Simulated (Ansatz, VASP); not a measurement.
# One calculation of Te2Mo, two programs

```
CELL_PARAMETERS angstrom
6.33874 0.00000 0.04426
0.00000 3.46798 0.00000
-0.85142 0.00000 13.24365
ATOMIC_POSITIONS crystal
Te 0.56083 0.75000 0.34492
Te 0.43917 0.25000 0.65508
Te 0.58495 0.25000 0.10658
Te 0.41505 0.75000 0.89342
Te 0.09169 0.75000 0.15551
Te 0.90831 0.25000 0.84449
Te 0.05741 0.25000 0.39307
Te 0.94259 0.75000 0.60693
Mo 0.31921 0.75000 0.50648
Mo 0.68079 0.25000 0.49352
Mo 0.18258 0.25000 0.00777
Mo 0.81742 0.75000 0.99223
```

Alike in both runs: functional PBE; dispersion D3(BJ); k mesh 4 × 6 × 2; occupations gaussian, width 0.05 eV; no spin polarisation.

Ansatz relaxed the structure, and its values are those at the end. VASP's run is a single point on that final structure, the one shown.

```csv
,VASP,Ansatz
version,VASP 6.6.1,Ansatz 0.2.0
potentials or method,"VASP PAW PBE potentials, release 64 (Te, Mo_sv)","scalar-relativistic, plane waves, PAW"
plane-wave cutoff (eV),520,420
valence electrons in the cell,104,184
```

```csv
,VASP,Ansatz,Ansatz less VASP
gap on the k mesh at the Fermi level (eV),none,none,-
pressure (GPa),0.0,0.0,0.00
rms of the force components (eV/Å),0.008,0.007,-0.0014
```

A gap of «none» marks a metal or a gap that the smearing closes. With one functional, cell and mesh, what is left measures potentials, basis and numerics. The two sets of potentials don't hold the same shells in valence.

Caveats: pairwise dispersion overbinds metals, which lowers pressure and volume. Spin-orbit coupling is left out, which matters for the levels of Te.
